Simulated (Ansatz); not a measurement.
## CsPbCl3 (model cell, started as cubic perovskite with Pb in the octahedra): relaxing the cell for a phonon run

Wanted: the relaxed cell of CsPbCl3 (model cell, started as cubic perovskite with Pb in the octahedra).

Main program and level: Ansatz 0.2.0; DFT PBEsol, scalar-relativistic, plane waves, PAW; PAW set soft_1.

**1. The starting structure**

The structure is cubic, space group Pm-3m (No. 221). The conventional cell has a = 5.880 Å, b = 5.880 Å, c = 5.880 Å, α = 90.00°, β = 90.00°, γ = 90.00°. Nearest to Cs lie 12 Cl at 4.16 Å. Nearest to Pb lie 6 Cl at 2.94 Å. Nearest to Cl lie 2 Pb at 2.94 Å and 4 Cs at 4.16 Å. Farther neighbours and most contacts between anions are not listed.

**2. Probe on a coarse mesh**

A quick single point on a coarse mesh tells whether the cell has a gap and how far it is from rest, which sets the k mesh and smearing that follow.

The input, input.yaml:

```yaml
crystal:
  lattice:
    - [5.88, 0.0, 0.0]
    - [0.0, 5.88, 0.0]
    - [0.0, 0.0, 5.88]
  atoms:
    - { symbol: Cs, position: [0.0, 0.0, 0.0] }
    - { symbol: Pb, position: [0.5, 0.5, 0.5] }
    - { symbol: Cl, position: [0.5, 0.5, 0.0] }
    - { symbol: Cl, position: [0.5, 0.0, 0.5] }
    - { symbol: Cl, position: [0.0, 0.5, 0.5] }
kpoints:
  mp_grid: { grid: [4, 4, 4] }
hamiltonian:
  xc: pbesol
  pseudopotentials: { kind: paw, azcp: { folder: soft_1 }, xc_functional: pbe }
scf:
  occupations: { method: gaussian, width: 0.1 }
output:
  forces: true
  stress: true
  eigenvalues: true
```

Started as:

```bash
ansatz run input.yaml --threads 4 --pin off --max-ram 16384MiB --backend cpu --events-out ev --progress --plain --runs-dir out
```

Numbers of over 12 decimals in the logs are rounded to 6 here.

The log of the run:

```text
Engine: ansatz 0.2.0, aarch64-unknown-linux-gnu
Pseudopotentials: kind: paw
Pseudopotential: Cs, paw, valence charge 9, recommended cutoff 420 eV (normal), soft_1/Cs.paw.azcp
Pseudopotential: Pb, paw, valence charge 14, recommended cutoff 420 eV (normal), soft_1/Pb.paw.azcp
Pseudopotential: Cl, paw, valence charge 7, recommended cutoff 420 eV (normal), soft_1/Cl.paw.azcp
Functional definition: PBEsol
[...]
k-point 0: bands = [... 18 lower, 0.4846, 0.5361, 0.5361, 0.5361, 5.9789, 7.2313, 7.2313, 7.8882, ... 1 higher]
  k-point 1: bands = [... 18 lower, 0.4441, 0.5022, 0.5022, 0.5406, 6.2425, 6.8332, 7.5453, 7.5453, ... 1 higher]
  k-point 2: bands = [... 18 lower, 0.4048, 0.4749, 0.4749, 0.9084, 5.2136, 7.2859, 7.3904, 7.3904, ... 1 higher]
  k-point 9: bands = [... 18 lower, 0.8153, 0.8153, 0.8153, 2.0864, 4.4089, 4.4089, 4.4089, 7.7191, ... 1 higher]
[key lines of the parts left out:]
SCF converged after 8 iterations
Free energy (F): -20532.739922 eV
Fermi energy:    3.245276 eV
P = ⅓ Tr σ = -2.4283 GPa (-24.283 kbar)
```

The job ended after 1.3 s (4 threads of Arm Neoverse V1, shared host; peak memory 0.49 GiB).

This step gave:

* pressure: -2.428 GPa
* gap on the k-mesh: 2.322 eV
* volume per atom: 40.66 Å³
* direct gap on mesh: 2.322 eV

The coarse mesh shows a gap of 2.32 eV and a pressure of -2.4 GPa.

**3. Bringing the structure to rest**

The cell and atoms are relaxed, since residual forces and stress would shift the frequencies.

Edit input.yaml of step 2 so:

```diff
@@ -17,3 +17,3 @@
 scf:
-  occupations: { method: gaussian, width: 0.1 }
+  occupations: { method: gaussian, width: 0.02 }
 output:
@@ -22 +22,6 @@
   eigenvalues: true
+relax:
+  adjacent_minimum: "off"
+  f_tol: 0.005
+  max_steps: 80
+  cell: { stress_tol: 0.05 }
```

The log of the run:

```text
[...]
Crystal: 5 atoms, lattice volume = 203.297 Å³
Basis set: ecut = 420 eV, 3911 PW (Γ), exchange–correlation on 80×80×80 points (8 copies of the dense FFT grid, shifted against one another)
Bands: 27, of which v1, the nominal top of the filled ones, is band 22 counted from 1 (21 counted from 0)
Symmetry: 48 space group operations
[...]
k-points: 10 of 64
[...]
SCF iter   1: F=—  HF=-20533.829615 eV  |F-HF|=—  |Δ(HF+E_count)|=         —  Δρ=2.24e-2  dr2=2.22e0  ethr=3.10e-3  ⟨swp⟩=7.4  Hψ=1383  notcnv=0
[...]
SCF iter   8: F=-20532.739922 eV  HF=-20532.739922 eV  |F-HF|=1.24e-9  |Δ(HF+E_count)|=   2.01e-7  Δρ=1.76e-6  dr2=1.11e-8  ethr=2.27e-10  ⟨swp⟩=13.2  Hψ=1571  notcnv=0
SCF 1 converged in 8 iterations: F = -20532.739922 eV  dr2 = 1.11e-8
[...]
relax step   1: F+E_penalty+E_count = -20532.73992194 eV  Δ(F+E_penalty+E_count) = +0.000e0 eV  max|allowed force component| = 1.098e-27 eV/Å  Δτ_max = 0.0000 Å  P = -2.428 GPa  Ω = 203.297 Å³  (8 SCF iters, dr2 threshold 1.00e-7 eV, accepted)
Crystal: 5 atoms, lattice volume = 190.381 Å³
Basis set: ecut = 420 eV, 3743 PW (Γ), exchange–correlation on 80×80×80 points (8 copies of the dense FFT grid, shifted against one another)
[...]
iter 1 solved again at ethr=2.74e-5 eV; its pass at ethr=3.10e-3 eV (dr2=1.20e-2 eV) is discarded
[...]
SCF iter   6: F=-20532.899072 eV  HF=-20532.899072 eV  |F-HF|=3.24e-8  |Δ(HF+E_count)|=   3.17e-7  Δρ=3.53e-6  dr2=2.78e-8  ethr=1.14e-9  ⟨swp⟩=8.2  Hψ=1390  notcnv=0
SCF 2 converged in 6 iterations: F = -20532.899072 eV  dr2 = 2.78e-8
relax step   2: F+E_penalty+E_count = -20532.89907232 eV  Δ(F+E_penalty+E_count) = -1.592e-1 eV  max|allowed force component| = 4.987e-29 eV/Å  Δτ_max = 0.0000 Å  P = -1.436 GPa  Ω = 190.381 Å³  energy of the carried Pulay correction = +5.255e-4 eV  (6 SCF iters, dr2 threshold 5.00e-7 eV, accepted)
Crystal: 5 atoms, lattice volume = 174.371 Å³
Basis set: ecut = 420 eV, 3407 PW (Γ), exchange–correlation on 80×80×80 points (8 copies of the dense FFT grid, shifted against one another)
[...]
SCF iter   6: F=-20532.952802 eV  HF=-20532.952802 eV  |F-HF|=4.12e-8  |Δ(HF+E_count)|=   3.01e-7  Δρ=4.05e-6  dr2=1.94e-8  ethr=1.14e-9  ⟨swp⟩=9.1  Hψ=1348  notcnv=0
SCF 3 converged in 6 iterations: F = -20532.952802 eV  dr2 = 1.94e-8
[...]
relax step   3: F+E_penalty+E_count = -20532.95280225 eV  Δ(F+E_penalty+E_count) = -5.373e-2 eV  max|allowed force component| = 3.271e-29 eV/Å  Δτ_max = 0.0000 Å  P = +0.546 GPa  Ω = 174.371 Å³  energy of the carried Pulay correction = +1.266e-3 eV  (6 SCF iters, dr2 threshold 5.00e-7 eV, accepted)
[...]
relax step   4: F+E_penalty+E_count = -20532.95859375 eV  Δ(F+E_penalty+E_count) = -5.792e-3 eV  max|allowed force component| = 4.357e-29 eV/Å  Δτ_max = 0.0000 Å  P = -0.068 GPa  Ω = 178.506 Å³  energy of the carried Pulay correction = +1.064e-3 eV  (5 SCF iters, dr2 threshold 5.00e-7 eV, accepted)
[...]
relax step   5: F+E_penalty+E_count = -20532.95871939 eV  Δ(F+E_penalty+E_count) = -1.256e-4 eV  max|allowed force component| = 9.086e-29 eV/Å  Δτ_max = 0.0000 Å  P = -0.003 GPa  Ω = 178.038 Å³  energy of the carried Pulay correction = +1.086e-3 eV  (5 SCF iters, dr2 threshold 1.16e-8 eV, accepted)
[...]
SCF iter   4: F=-20532.957861 eV  HF=-20532.957861 eV  |F-HF|=3.64e-12  |Δ(HF+E_count)|=   2.64e-8  Δρ=2.49e-7  dr2=4.39e-11  ethr=1.00e-12  ⟨swp⟩=5.7  Hψ=1576  notcnv=0
SCF 6 converged in 4 iterations: F = -20532.957861 eV  dr2 = 4.39e-11
relax step   6: F+E_penalty+E_count = -20532.95786079 eV  Δ(F+E_penalty+E_count) = +8.586e-4 eV  max|allowed force component| = 2.902e-29 eV/Å  Δτ_max = 0.0000 Å  P = -0.006 GPa  Ω = 178.038 Å³  stress off target by 5.89e-3 GPa  SCF on the basis re-selected at this cell (its energy is not comparable with the rows above)  (4 SCF iters)
basis re-selected at this cell: Δ(F+E_penalty+E_count) = +8.586e-4 eV, ΔP = -0.003 GPa vs the last step (what re-selecting the basis moved, of the pressure what is left beyond the Pulay correction that the steps carried, after the strain that the cell walked since its last selection, with what the two solves' SCF thresholds leave and, on support functions, any second-order correction that the steps lacked; it is no m [...]
SCF converged after 4 iterations
Free energy (F): -20532.957861 eV
[...]
Internal energy: -20532.957861 eV  (E = F + TS)
E sigma→0 (E₀):  -20532.957861 eV
Fermi energy:    4.813475 eV
[...]
--- Stress (GPa, compression-positive) ---
       -0.005892       0.000000       0.000000
        0.000000      -0.005892       0.000000
        0.000000       0.000000      -0.005892
  P = ⅓ Tr σ = -0.0059 GPa (-0.059 kbar)
--- Band table (eV; the first three rows and the last of 10) ---
  k-point 0: bands = [... 18 lower, 1.3433, 1.4472, 1.4472, 1.4472, 7.1578, 8.1742, 8.1742, 9.0572, ... 1 higher]
  k-point 1: bands = [... 18 lower, 1.2926, 1.3929, 1.3929, 1.5282, 7.6600, 8.4605, 8.5801, 8.6914, ... 1 higher]
  k-point 2: bands = [... 18 lower, 1.2411, 1.3390, 1.3390, 2.2377, 6.8312, 8.5338, 9.0889, 9.1451, ... 1 higher]
  k-point 9: bands = [... 18 lower, 1.7709, 1.7709, 1.7709, 3.8864, 5.7408, 5.7408, 5.7408, 8.9239, ... 1 higher]
--- Relaxed structure (5 steps of the walk, 5 accepted, 1 SCFs on fresh bases) ---
  F+E_penalty+E_count = -20532.95786079 eV   max|allowed force component| = 2.902e-29 eV/Å   (the final SCF, on the basis selected at the relaxed cell)
  cell:  # Å, volume = 178.0383 Å³
    - [5.625629, 0, 0]
    - [0, 5.625629, 0]
    - [0, 0, 5.625629]
  atoms:
    - { symbol: Cs, position: [0, 0, 0] }
    - { symbol: Pb, position: [0.5, 0.5, 0.5] }
    - { symbol: Cl, position: [0.5, 0.5, 0] }
    - { symbol: Cl, position: [0.5, 0, 0.5] }
    - { symbol: Cl, position: [0, 0.5, 0.5] }
```

Run time: 6.6 s. Hardware: 4 threads; peak memory 0.52 GiB; 24 s of CPU time.

The steps of the relaxation:

```
step  energy less that of the first step (eV)  largest force component (eV/Å)  pressure (GPa)  volume (Å³)
   1                                   0.0000                          0.0000           -2.43       203.30
   2                                  -0.1591                          0.0000           -1.44       190.38
   3                                  -0.2129                          0.0000            0.55       174.37
   4                                  -0.2187                          0.0000           -0.07       178.51
   5                                  -0.2188                          0.0000            0.00       178.04
  6*                                  -0.2179                          0.0000           -0.01       178.04
```

Relaxation steps marked * repeat the geometry before them on a plane-wave basis chosen anew for their cell, so energy and pressure can jump there.

Forces are held to the 48 operations that the run works with; a distortion that breaks them can't arise in this run.

```
conventional cell, symmetrised  before  after   change
                         a (Å)   5.880  5.626   -4.3 %
                         b (Å)   5.880  5.626   -4.3 %
                         c (Å)   5.880  5.626   -4.3 %
              volume (Å³/atom)   40.66  35.61  -12.4 %
```

Final coordinates:

```xyz
5
Lattice="5.6256 0.0000 0.0000 0.0000 5.6256 0.0000 0.0000 0.0000 5.6256" Properties=species:S:1:pos:R:3 pbc="T T T"
Cs    0.0000    0.0000    0.0000
Pb    2.8128    2.8128    2.8128
Cl    2.8128    2.8128    0.0000
Cl    2.8128    0.0000    2.8128
Cl    0.0000    2.8128    2.8128
```

This step gave:

```yaml
pressure: -0.005892 GPa
gap_on_the_k_mesh: 1.854 eV
volume_per_atom: 35.61 Å³
direct_gap_on_mesh: 1.854 eV
```

In this step the volume went from 40.66 to 35.61 Å³/atom.

**4. Relaxation**

The relaxation is repeated from its end on the same settings, as a check that it has come to rest.

Edit input.yaml of step 3 so:

```diff
@@ -2,5 +2,5 @@
   lattice:
-    - [5.88, 0.0, 0.0]
-    - [0.0, 5.88, 0.0]
-    - [0.0, 0.0, 5.88]
+    - [5.6256294216, 0.0, 0.0]
+    - [0.0, 5.6256294216, 0.0]
+    - [0.0, 0.0, 5.6256294216]
   atoms:
@@ -22,2 +22,6 @@
   eigenvalues: true
+  write_density: true
+  write_potential: true
+  elf: true
+  volumetric_format: npy
 relax:
```

The log of the run:

```text
[...]
Crystal: 5 atoms, lattice volume = 178.038 Å³
Basis set: ecut = 420 eV, 3431 PW (Γ), exchange–correlation on 80×80×80 points (8 copies of the dense FFT grid, shifted against one another)
Bands: 27, of which v1, the nominal top of the filled ones, is band 22 counted from 1 (21 counted from 0)
Symmetry: 48 space group operations
[...]
k-points: 10 of 64
[...]
--- Relaxed structure (1 steps of the walk, 1 accepted, 1 SCFs on fresh bases) ---
[...]
cell:  # Å, volume = 178.0383 Å³
    - [5.6256294216, 0.0, 0.0]
    - [0.0, 5.6256294216, 0.0]
    - [0.0, 0.0, 5.6256294216]
  atoms:
    - { symbol: Cs, position: [0.0, 0.0, 0.0] }
    - { symbol: Pb, position: [0.5, 0.5, 0.5] }
    - { symbol: Cl, position: [0.5, 0.5, 0.0] }
    - { symbol: Cl, position: [0.5, 0.0, 0.5] }
    - { symbol: Cl, position: [0.0, 0.5, 0.5] }
[key lines of the parts left out:]
SCF converged after 4 iterations
Free energy (F): -20532.957861 eV
Fermi energy:    4.813475 eV
P = ⅓ Tr σ = -0.0059 GPa (-0.059 kbar)
```

The job ended after 2.5 s (4 threads; peak memory 0.48 GiB; 8.8 s of CPU time).

Little changed from the start: no atom moved by 0.005 Å and no cell edge by 0.1 %.

Numbers from this step:

```yaml
pressure: -0.005891 GPa
```

ELF in the ac plane at fractional y = 0.500, with atoms of Pb and Cl within 0.2 Å of it. It is the smooth field of the valence electrons, not physical close to the nuclei.

Ten even steps from '0' (0.00) to '9' (0.87), each cell a mean:
```
0003799758985100
0001589999973000
2100157887631001
6420012333200135
9852012332210378
9984134545422699
8995244213523798
3796243001433895
5896244102533897
9995135434422799
9973123444311589
7631011222100157
3200135665420013
0000379999852000
0002699879984100
0003799538996200
```
Columns run along a (5.6 Å), rows up along c (5.6 Å). Atoms in or near the plane, at fractional coordinates: Pb at (0.50, 0.50), Cl at (0.50, 0.00), Cl at (0.00, 0.50).

Valence density in the ac plane at fractional y = 0.500, with atoms of Pb and Cl within 0.2 Å of it. It is the smooth field of the valence electrons, not physical close to the nuclei.

Ten steps, logarithmic in the rise over the least value, from '_' (0.0 e/Å³) to '@' (7.1 e/Å³), each cell a mean:
```
________::==********++--..______
________..--++******==::..______
________..::--======--..________
......____..::------::..____....
----::......--====--::......::--
**++==::::--++**##**==::::--==++
****++----==##%%@@%%**----==****
++****==--++%%@@@@@@##==--==****
****++----++##@@@@%%**==--==****
****==--::--**##%%##++--::--++**
====--....::--++++==--....::--==
::::........::------::..__....::
________....----==--::..________
________..--==++**++==::..______
________::==********++--..______
________::==****++****--..______
```
Columns run along a (5.6 Å), rows up along c (5.6 Å). Atoms in or near the plane, at fractional coordinates: Pb at (0.50, 0.50), Cl at (0.50, 0.00), Cl at (0.00, 0.50).

Electrostatic potential energy in the ac plane at fractional y = 0.500, with atoms of Pb and Cl within 0.2 Å of it. With pseudopotentials it is smooth inside the atoms' cores, unlike the true potential.

Ten even steps from '_' (-38 eV) to '@' (9 eV), each cell a mean:
```
@@@@@@@@@@%%--______++@@@@@@@@@@
@@@@@@@@@@@@**--::==%%@@@@@@@@@@
@@@@@@@@@@@@@@%%##%%@@@@@@@@@@@@
@@@@@@@@@@@@@@%%%%@@@@@@@@@@@@@@
@@@@@@@@@@@@%%######%%@@@@@@@@@@
++**%%@@@@%%==....--**%%@@@@%%++
__::**@@%%**..______--##@@%%==__
____==%%%%==____..__..##%%##::__
__..++%%%%++________..##%%%%--__
::==%%@@%%##::____..==%%@@@@**--
%%%%@@@@@@%%##++==**%%@@@@@@@@%%
@@@@@@@@@@@@%%%%%%%%@@@@@@@@@@@@
@@@@@@@@@@@@@@%%%%@@@@@@@@@@@@@@
@@@@@@@@@@@@%%++==**%%@@@@@@@@@@
@@@@@@@@@@%%==..__::**@@@@@@@@@@
@@@@@@@@@@%%::______++@@@@@@@@@@
```
Columns run along a (5.6 Å; values clipped at the 3rd and 97th percentile), rows up along c (5.6 Å). Atoms in or near the plane, at fractional coordinates: Pb at (0.50, 0.50), Cl at (0.50, 0.00), Cl at (0.00, 0.50).

In this step the volume went from 35.61 to 35.61 Å³/atom.

**5. Relaxing to small forces for the phonons, k-mesh 4×4×4**

Phonons need a cell at rest on their own settings, so the relaxation is repeated with tight tolerances on forces and stress on the k mesh and occupations of the first response run.

Edit input.yaml of step 4 so:

```diff
@@ -17,3 +17,3 @@
 scf:
-  occupations: { method: gaussian, width: 0.02 }
+  occupations: { method: fixed }
 output:
@@ -28,4 +28,4 @@
   adjacent_minimum: "off"
-  f_tol: 0.005
-  max_steps: 80
-  cell: { stress_tol: 0.05 }
+  f_tol: 0.001
+  max_steps: 60
+  cell: { stress_tol: 0.01 }
```

The log of the run:

```text
[...]
Crystal: 5 atoms, lattice volume = 178.038 Å³
Basis set: ecut = 420 eV, 3431 PW (Γ), exchange–correlation on 80×80×80 points (8 copies of the dense FFT grid, shifted against one another)
Bands: 27, of which v1, the nominal top of the filled ones, is band 22 counted from 1 (21 counted from 0)
Symmetry: 48 space group operations
[...]
k-points: 10 of 64
[...]
--- Relaxed structure (1 steps of the walk, 1 accepted, 1 SCFs on fresh bases) ---
[...]
cell:  # Å, volume = 178.0383 Å³
    - [5.6256294216, 0.0, 0.0]
    - [0.0, 5.6256294216, 0.0]
    - [0.0, 0.0, 5.6256294216]
  atoms:
    - { symbol: Cs, position: [0.0, 0.0, 0.0] }
    - { symbol: Pb, position: [0.5, 0.5, 0.5] }
    - { symbol: Cl, position: [0.5, 0.5, 0.0] }
    - { symbol: Cl, position: [0.5, 0.0, 0.5] }
    - { symbol: Cl, position: [0.0, 0.5, 0.5] }
[key lines of the parts left out:]
SCF converged after 6 iterations
Free energy (F): -20532.957861 eV
Fermi energy:    3.886404 eV
P = ⅓ Tr σ = -0.0059 GPa (-0.059 kbar)
```

It took 2.6 s on 4 threads; peak memory 0.49 GiB.

Little changed from the start: no atom moved by 0.005 Å and no cell edge by 0.1 %.

Valence density in the ac plane at fractional y = 0.500, with atoms of Pb and Cl within 0.2 Å of it. It is the smooth field of the valence electrons, not physical close to the nuclei.

Values in e/Å³, 16 rows by 16 columns, each cell a mean:
```
0.0 0.0 0.0 0.0 0.1 0.5 1.4 1.5 1.3 1.6 1.0 0.3 0.1 0.0 0.0 0.0
0.0 0.0 0.0 0.0 0.1 0.3 0.8 1.3 1.4 1.1 0.6 0.2 0.1 0.0 0.0 0.0
0.0 0.0 0.0 0.0 0.1 0.2 0.3 0.6 0.6 0.5 0.2 0.1 0.0 0.0 0.0 0.0
0.1 0.1 0.1 0.0 0.0 0.1 0.2 0.3 0.3 0.2 0.1 0.1 0.0 0.0 0.1 0.1
0.3 0.2 0.1 0.1 0.1 0.1 0.2 0.4 0.4 0.3 0.2 0.1 0.1 0.1 0.2 0.3
1.1 0.8 0.4 0.2 0.1 0.3 0.7 1.5 1.8 1.2 0.5 0.2 0.1 0.2 0.6 1.0
1.6 1.5 0.8 0.3 0.2 0.6 2.0 4.1 4.8 3.2 1.2 0.3 0.2 0.5 1.1 1.6
0.9 1.6 1.1 0.4 0.3 0.8 3.0 6.1 7.1 4.8 1.8 0.4 0.3 0.6 1.4 1.3
1.3 1.6 1.0 0.4 0.3 0.7 2.6 5.2 6.1 4.1 1.5 0.4 0.3 0.6 1.3 1.5
1.5 1.2 0.6 0.2 0.2 0.4 1.3 2.6 3.0 2.0 0.7 0.2 0.2 0.3 0.8 1.4
0.6 0.4 0.2 0.1 0.1 0.2 0.4 0.7 0.8 0.6 0.3 0.1 0.1 0.2 0.3 0.5
0.2 0.1 0.1 0.0 0.0 0.1 0.2 0.3 0.3 0.2 0.1 0.1 0.0 0.1 0.1 0.1
0.0 0.0 0.0 0.0 0.0 0.1 0.2 0.4 0.4 0.3 0.2 0.1 0.0 0.0 0.0 0.0
0.0 0.0 0.0 0.0 0.1 0.2 0.6 1.0 1.1 0.8 0.4 0.1 0.1 0.0 0.0 0.0
0.0 0.0 0.0 0.0 0.1 0.4 1.2 1.6 1.6 1.5 0.8 0.2 0.1 0.0 0.0 0.0
0.0 0.0 0.0 0.0 0.2 0.6 1.5 1.3 0.9 1.6 1.1 0.3 0.1 0.0 0.0 0.0
```
Columns run along a (5.6 Å), rows up along c (5.6 Å). Atoms in or near the plane, at fractional coordinates: Pb at (0.50, 0.50), Cl at (0.50, 0.00), Cl at (0.00, 0.50).

(Continued in part 2 of 2.)

[Logs are printed without paths, hosts, clocks, repeated set-up lines and the standing remarks that a program may print on its own settings, such as how far it seeks lower states.]

[Hosts, paths, dates, database ids (printed as entryN), source tags and the programs' standing remarks are cut or masked in the printed files.]
